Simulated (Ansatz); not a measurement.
Runs of Ansatz 0.2.0 on Sb. It takes space group Im-3m (No. 229, cubic). The conventional cell has a = 3.743 Å, b = 3.743 Å, c = 3.743 Å, α = 90.00°, β = 90.00°, γ = 90.00°. Sb (site symmetry m-3m) has 8 Sb at 3.24 Å as nearest neighbours. This isn't the form of Sb at room conditions, which is rhombohedral.

| task | level | cell | cutoff (eV) | points for each segment of the path | gap on the mesh (eV) | pressure (GPa) | relaxed volume (Å³/atom) |
| --- | --- | --- | --- | --- | --- | --- | --- |
| band structure | PBEsol | as given | 420 | 14 | none | 0.0 | - |
| relaxation of cell and atoms | LDA | relaxed | 420 | - | none | 0.0 | 25.74 |
| relaxation of cell and atoms | r2SCAN | relaxed | 500 | - | none | 0.0 | 27.21 |
| relaxation of cell and atoms | RPBE | relaxed | 420 | - | none | 0.0 | 28.13 |
| relaxation of cell and atoms | PBEsol | relaxed | 420 | - | none | 0.0 | (a) |

Alike in all rows: potentials or basis Ansatz PAW; no spin polarisation; k mesh 10 × 10 × 10; smearing fermi-dirac 0.05 eV.

Estimate the missing entries.

(a) 26.21.

Caveats: the PAW data sets come from PBE, with cores solved anew for the run's functional, which leaves a small shift of forces and pressure; the plane-wave basis is chosen anew once the cell has moved, so the energies of steps on either side of that aren't comparable (some runs); spin-orbit coupling is left out, which moves the levels of the heavy elements (some runs).

A k mesh can miss the band edges, and the runs leave out spin-orbit coupling on Sb.

A gap of «none» marks a metal or a gap under the smearing width.

Runs at the PBE level aren't shown here.
